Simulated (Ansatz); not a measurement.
# Ge (P-1) in Ansatz: convergence with smearing width

Aim: find how far smearing width must go before the results for Ge settle, at PBE. This setting moves, with any that are tied to it; all else stays.

Everything below comes from runs of Ansatz 0.2.0. Logs are shortened: lines on timing, memory, paths and dates and some standing lists are left out, and cuts for length are marked.

### 1 Starting point

The typed cell holds 1 atom: a = 2.981 Å, b = 2.963 Å, c = 2.914 Å, α = 61.22°, β = 60.32°, γ = 60.50°.

This isn't the form of Ge at room conditions, which is diamond.

### 2 With smearing width 0.3 eV

The input, input.yaml:

```yaml
crystal:
  lattice:
    - [-0.0282083, 2.10199665, 2.11345782]
    - [2.07162474, -0.03255139, 2.11780091]
    - [2.04296056, 2.07767556, -0.00388721]
  atoms:
    - { symbol: Ge, position: [0.0, 0.0, 0.0] }
hamiltonian:
  xc: pbe
  pseudopotentials: { kind: paw_fr }
magnetization:
  noncollinear: true
  spin_orbit: true
kpoints:
  mp_grid: { grid: [8, 8, 8] }
scf:
  occupations: { method: methfessel_paxton, width: 0.3 }
output:
  forces: true
  stress: true
  eigenvalues: true
```

Potentials or basis: Ansatz PAW.

Command:

```sh
> ansatz run input.yaml --threads 2 --pin off --max-ram 5632MiB --backend cpu --events-out ev --progress --plain --runs-dir out
```

Standard output:

```text
Warning: RAYON_NUM_THREADS=2 ignored (pool sized by the plan → 2); use --threads N
Engine: ansatz 0.2.0, aarch64-unknown-linux-gnu
Pseudopotentials: kind: paw_fr
Pseudopotential: Ge, paw_fr, valence charge 14, recommended cutoff 420 eV (normal), Ge.paw.azcp#standard-fr
Functional definition: PBE
  parameter kappa = 0.804
  parameter beta = 0.06672455060314922
  exchange = pbe_x(kappa = kappa, mu = beta*pi^2/3)
  correlation = pbe_c(beta = beta)
non-collinear run that drives no moment, with spin-orbit: no starting moment large enough to seed its density (crystal.atoms[].spin), no starting occupations that ask for one, no magnetisation constraint and no magnetic field, so the semilocal B_xc is pinned to zero
Crystal: 1 atoms, lattice volume = 18.473 Å³
Basis set: ecut = 420 eV, 339 PW (Γ), exchange–correlation on 40×40×40 points (8 copies of the dense FFT grid, shifted against one another)
Bands: 22, of which v1, the nominal top of the filled ones, is band 14 counted from 1 (13 counted from 0)
Symmetry: 2 space group operations + 2 with time reversal
Magnetic group: BNS 2.5 (UNI 5), of the structure as read, at distance tolerance 2.6e-5 Å
k-points: 260 of 512
Projection manifold: j_resolved (fully-relativistic pseudo-atomic orbitals)
Non-local potential: Ge, projectors of the file, l = 0: 2, l = 1: 4, l = 2: 6, l = 3: 2
PAW form: soft (Blöchl's): semilocal exchange-correlation on the pseudo side does not see the compensation charge
PAW one-centre angular grid: Ge, 590 points (default); XC on 64 Gauss nodes
Initial density: superposition of atomic densities (chi_scale 0.1, normalization cell)
Initial wavefunctions: pseudopotential atomic-orbital guess
Functional: x = pbe(κ = 0.804, μ = 0.2195149727645171), c = pbe(β = 0.06672455060314922)
SCF iter   1: F=—  HF=-4294.761653 eV  |F-HF|=—  |Δ(HF+E_count)|=         —  Δρ=1.19e-2  dr2=2.42e-2  dr2_m=0.00e0 (ungated)  ethr=3.10e-3  |M|=0.00e0 ∫|m|=0.00e0 μB  |m|>n=0.0e0 m-floor=0.0e0 τ_xc=0.0e0  β_m=0.30  ⟨swp⟩=6.8  Hψ=18334  notcnv=0
preconditioner: auto → none  [metal: Δε(μ)=0.025 eV  Ē_g=26.820 eV  σ=0.300 eV  W_gap=0.07  n_scr=4 (ndim 8)  ℏωp=32.3 eV  f_vac=0.000  D(μ)=0.41/eV (n_scr^D=0)  sad-step TF]
SCF iter   2: F=—  HF=-4294.758561 eV  |F-HF|=—  |Δ(HF+E_count)|=   3.09e-3  S|Δr|=    0.00e0  Δρ=9.69e-3  dr2=1.75e-2  dr2_m=0.00e0 (ungated)  ethr=1.73e-4  |M|=0.00e0 ∫|m|=0.00e0 μB  |m|>n=0.0e0 m-floor=0.0e0 τ_xc=0.0e0  β_m=0.43  ⟨swp⟩=1.0  Hψ=3900  notcnv=0
SCF iter   3: F=—  HF=-4294.754749 eV  |F-HF|=—  |Δ(HF+E_count)|=   3.81e-3  S|Δr|=    0.00e0  Δρ=4.74e-3  dr2=1.39e-3  dr2_m=0.00e0 (ungated)  ethr=1.25e-4  |M|=0.00e0 ∫|m|=0.00e0 μB  |m|>n=0.0e0 m-floor=0.0e0 τ_xc=0.0e0  β_m=0.47  ⟨swp⟩=2.0  Hψ=4315  notcnv=0
SCF iter   4: F=—  HF=-4294.754238 eV  |F-HF|=—  |Δ(HF+E_count)|=   5.11e-4  S|Δr|=    0.00e0  Δρ=2.65e-3  dr2=6.94e-4  dr2_m=0.00e0 (ungated)  ethr=9.92e-6  |M|=0.00e0 ∫|m|=0.00e0 μB  |m|>n=0.0e0 m-floor=0.0e0 τ_xc=0.0e0  β_m=0.73  ⟨swp⟩=2.0  Hψ=4295  notcnv=0
SCF iter   5: F=—  HF=-4294.753427 eV  |F-HF|=—  |Δ(HF+E_count)|=   8.11e-4  S|Δr|=    0.00e0  Δρ=1.43e-4  dr2=1.61e-6  dr2_m=0.00e0 (ungated)  ethr=4.96e-6  |M|=0.00e0 ∫|m|=0.00e0 μB  |m|>n=0.0e0 m-floor=0.0e0 τ_xc=0.0e0  β_m=0.87  ⟨swp⟩=2.0  Hψ=4318  notcnv=0
SCF iter   6: F=—  HF=-4294.753431 eV  |F-HF|=—  |Δ(HF+E_count)|=   3.90e-6  S|Δr|=    0.00e0  Δρ=1.53e-4  dr2=2.39e-6  dr2_m=0.00e0 (ungated)  ethr=1.15e-8  |M|=0.00e0 ∫|m|=0.00e0 μB  |m|>n=0.0e0 m-floor=0.0e0 τ_xc=0.0e0  β_m=0.92  ⟨swp⟩=2.0  Hψ=4377  notcnv=0
SCF iter   7: F=—  HF=-4294.753430 eV  |F-HF|=—  |Δ(HF+E_count)|=   1.52e-6  S|Δr|=    0.00e0  Δρ=6.35e-5  dr2=4.06e-7  dr2_m=0.00e0 (ungated)  ethr=1.15e-8  |M|=0.00e0 ∫|m|=0.00e0 μB  |m|>n=0.0e0 m-floor=0.0e0 τ_xc=0.0e0  β_m=0.96  ⟨swp⟩=2.0  Hψ=3962  notcnv=0
SCF iter   8: F=-4294.753429 eV  HF=-4294.753429 eV  |F-HF|=2.67e-9  |Δ(HF+E_count)|=   3.11e-7  S|Δr|=    0.00e0  Δρ=4.27e-6  dr2=1.70e-9  dr2_m=0.00e0 (ungated)  ethr=7.14e-10  |M|=0.00e0 ∫|m|=0.00e0 μB  |m|>n=0.0e0 m-floor=0.0e0 τ_xc=0.0e0  ⟨swp⟩=7.4  Hψ=12896  notcnv=0
SCF 1 converged in 8 iterations: F = -4294.753429 eV  dr2 = 1.70e-9
SCF converged after 8 iterations
Stability not checked: this state was not tested for a lower state beside it, because cold or Methfessel-Paxton smearing, or corrected tetrahedra, fill the levels in a way that the test cannot read (fill_not_monotonic; see scf.lower_state_search)
Magnetization: |M| = 0.0000 μB,  M = (+0.0000, +0.0000, +0.0000) μB
Absolute magnetization: 0.0000 μB (∫|m|)
  site 0: m = (+0.0000, +0.0000, +0.0000) μB, |m| = 0.0000 μB  (R = 1.20 Å)
Free energy (F): -4294.753429 eV
Harris-Foulkes:  -4294.753429 eV  (|F-HF|=2.67e-9)
Internal energy: -4294.753766 eV  (E = F + TS)
E sigma→0 (E₀):  -4294.753514 eV
Entropy (-TS):   0.000337 eV (0.337 meV/atom)
Fermi energy:    11.612975 eV
--- Per-component energies (eV) ---
  E_band       = -108.312229
  E_kinetic    = 110.585255
  E_local      = -2109.895088  (includes V_loc(G=0)·N_el)
  E_nonlocal   = 415.057120
  E_hartree    = 923.226890
  E_xc         = -75.898771
  E_vxc        = -64.892035  (∫ρ·V_xc dr)
  E_paw        = -2016.118740  (= ΣΔE_a)
  E_vpaw       = -305.619086  (= ΣTr[D̂ρ^β])
  E_aug_tail   = 0.000336  (compensation charges beyond the density's cutoff)
  E_ewald      = -1541.710768
  E_smearing   = 0.000337  (= −TS)
  E_closure    = 0.000000  (closes the sum)
  Σ components = -4294.753429   (vs F -4294.753429, Δ=0.00e0)
--- Forces (eV/Å), atoms counted from 1 ---
  atom   1  Ge     0.00000000     0.00000000     0.00000000
  max |Σ_I F_I| component: 0.00e0 eV/Å
--- Stress (GPa, compression-positive) ---
        3.787561      -0.433046      -0.201541
       -0.433046       4.524113      -0.017173
       -0.201541      -0.017173       4.690716
  P = ⅓ Tr σ = 4.3341 GPa (43.341 kbar)
--- Band table (eV; the first three rows and the last of 260) ---
  k-point 0: bands = ["-13.6096", "-13.6096", "-13.6073", "-13.6073", "-13.0469", "-13.0469", "-13.0169", "-13.0169", "-13.0087", "-13.0087", "-1.9117", "-1.9117", "20.1585", "20.1585", "20.6726", "20.6726", "21.0864", "21.0864", "25.1621", "25.1621", "25.4471", "25.4471"]
  k-point 1: bands = ["-13.6069", "-13.6069", "-13.6030", "-13.6030", "-13.0406", "-13.0406", "-13.0158", "-13.0158", "-13.0064", "-13.0064", "-1.5079", "-1.5079", "17.6798", "17.6798", "19.7351", "19.7351", "20.1895", "20.1895", "24.2830", "24.2830", "26.1453", "26.1453"]
  k-point 2: bands = ["-13.6043", "-13.6043", "-13.5908", "-13.5908", "-13.0317", "-13.0317", "-13.0175", "-13.0175", "-12.9892", "-12.9892", "-0.2978", "-0.2978", "12.8881", "12.8881", "18.9151", "18.9151", "19.2583", "19.2583", "23.6059", "23.6059", "25.9771", "25.9771"]
  k-point 259: bands = ["-13.6027", "-13.6027", "-13.5765", "-13.5765", "-13.0428", "-13.0428", "-12.9965", "-12.9965", "-12.9603", "-12.9603", "3.7132", "3.7132", "5.8235", "5.8235", "18.0753", "18.0753", "18.5176", "18.5176", "23.4585", "23.4585", "23.9134", "23.9134"]
```

Run time: 6 s. Hardware: 2 threads of Arm Neoverse V2, shared host; peak memory 0.47 GiB.

What came out:

```yaml
Free_energy: -4294.7534 eV
Pressure: 4.3 GPa
Band_gap_on_the_k_mesh: none (metal or under the smearing width)
```

### 3 With smearing width 0.2 eV

input.yaml, as its differences from that of step 2:

```diff
@@ -16,3 +16,3 @@
 scf:
-  occupations: { method: methfessel_paxton, width: 0.3 }
+  occupations: { method: methfessel_paxton, width: 0.2 }
 output:
```

Potentials or basis: Ansatz PAW.

Command:

```sh
> ansatz run input.yaml --threads 2 --pin off --max-ram 5632MiB --backend cpu --events-out ev --progress --plain --runs-dir out
```

Run time: 6 s. Hardware: 2 threads of Arm Neoverse V2, shared host; peak memory 0.47 GiB.

Results:

```
Free energy            : -4294.7537 eV
Pressure               : 4.3 GPa
Band gap on the k mesh : none (metal or under the smearing width)
```

### 4 With smearing width 0.15 eV

input.yaml, as its differences from that of step 3:

```diff
@@ -16,3 +16,3 @@
 scf:
-  occupations: { method: methfessel_paxton, width: 0.2 }
+  occupations: { method: methfessel_paxton, width: 0.15 }
 output:
```

Command:

```sh
> ansatz run input.yaml --threads 2 --pin off --max-ram 5632MiB --backend cpu --events-out ev --progress --plain --runs-dir out
```

Wall time 6 s (2 threads of Arm Neoverse V2, shared host); peak memory 0.47 GiB.

Results:

| Item | Value |
| --- | --- |
| Free energy | -4294.7537 eV |
| Pressure | 4.3 GPa |
| Band gap on the k mesh | none (metal or under the smearing width) |

### 5 With smearing width 0.1 eV

input.yaml, as its differences from that of step 4:

```diff
@@ -16,3 +16,3 @@
 scf:
-  occupations: { method: methfessel_paxton, width: 0.15 }
+  occupations: { method: methfessel_paxton, width: 0.1 }
 output:
```

Command:

```sh
> ansatz run input.yaml --threads 2 --pin off --max-ram 5632MiB --backend cpu --events-out ev --progress --plain --runs-dir out
```

It took 6 s on 2 threads of Arm Neoverse V2, shared host; peak memory 0.46 GiB.

Results:

* Free energy: -4294.7536 eV
* Pressure: 4.3 GPa
* Band gap on the k mesh: none (metal or under the smearing width)

### 6 With smearing width 0.05 eV

input.yaml, as its differences from that of step 5:

```diff
@@ -16,3 +16,3 @@
 scf:
-  occupations: { method: methfessel_paxton, width: 0.1 }
+  occupations: { method: methfessel_paxton, width: 0.05 }
 output:
```

Potentials or basis: Ansatz PAW.

Command:

```sh
> ansatz run input.yaml --threads 2 --pin off --max-ram 5632MiB --backend cpu --events-out ev --progress --plain --runs-dir out
```

Wall time 5.8 s (2 threads of Arm Neoverse V2, shared host); peak memory 0.46 GiB.

Results (log left out):

```
Free energy            : -4294.7534 eV
Pressure               : 4.3 GPa
Band gap on the k mesh : none (metal or under the smearing width)
```

### 7 With smearing width 0.025 eV

input.yaml, as its differences from that of step 6:

```diff
@@ -16,3 +16,3 @@
 scf:
-  occupations: { method: methfessel_paxton, width: 0.05 }
+  occupations: { method: methfessel_paxton, width: 0.025 }
 output:
```

Command:

```sh
> ansatz run input.yaml --threads 2 --pin off --max-ram 5632MiB --backend cpu --events-out ev --progress --plain --runs-dir out
```

Run time: 5.7 s. Hardware: 2 threads of Arm Neoverse V2, shared host; peak memory 0.46 GiB.

Results (log left out):

| Property | Result |
| --- | --- |
| Free energy | -4294.7534 eV |
| Pressure | 4.3 GPa |
| Band gap on the k mesh | none (metal or under the smearing width) |

### 8 With smearing width 0.01 eV

input.yaml, as its differences from that of step 7:

```diff
@@ -16,3 +16,3 @@
 scf:
-  occupations: { method: methfessel_paxton, width: 0.025 }
+  occupations: { method: methfessel_paxton, width: 0.01 }
 output:
```

Command:

```sh
> ansatz run input.yaml --threads 2 --pin off --max-ram 5632MiB --backend cpu --events-out ev --progress --plain --runs-dir out
```

It took 5.9 s on 2 threads of Arm Neoverse V2, shared host; peak memory 0.46 GiB.

Results (log left out):

| Item | Value |
| --- | --- |
| Free energy | -4294.7534 eV |
| Pressure | 4.3 GPa |
| Band gap on the k mesh | none (metal or under the smearing width) |

### 9 With smearing width 0.005 eV

input.yaml, as its differences from that of step 8:

```diff
@@ -16,3 +16,3 @@
 scf:
-  occupations: { method: methfessel_paxton, width: 0.01 }
+  occupations: { method: methfessel_paxton, width: 0.005 }
 output:
```

Potentials or basis: Ansatz PAW.

Command:

```sh
> ansatz run input.yaml --threads 2 --pin off --max-ram 5632MiB --backend cpu --events-out ev --progress --plain --runs-dir out
```

Wall time 5.9 s (2 threads of Arm Neoverse V2, shared host); peak memory 0.46 GiB.

It converged, with:

```yaml
Free_energy: -4294.7534 eV
Pressure: 4.4 GPa
Band_gap_on_the_k_mesh: none (metal or under the smearing width)
```

### 10 Summary

```tsv
smearing width	energy less the tightest run, at zero smearing (meV/atom)	SCF cycles	CPU time (s)	peak memory (GiB)
0.3 eV	-0.13	8	12	0.47
0.2 eV	-0.39	8	12	0.47
0.15 eV	-0.28	8	12	0.47
0.1 eV	-0.10	8	12	0.46
0.05 eV	-0.02	7	11	0.46
0.025 eV	-0.02	7	11	0.46
0.01 eV	-0.01	7	12	0.46
0.005 eV	0.00	7	12	0.46
```

Against the tightest run, the energy stays within 1 meV/atom from 0.3 eV on. Narrower smearing needs a denser k mesh, so at a fixed mesh the narrowest width isn't the most accurate. The tightest run that finished is the yardstick and may itself not be fully converged.
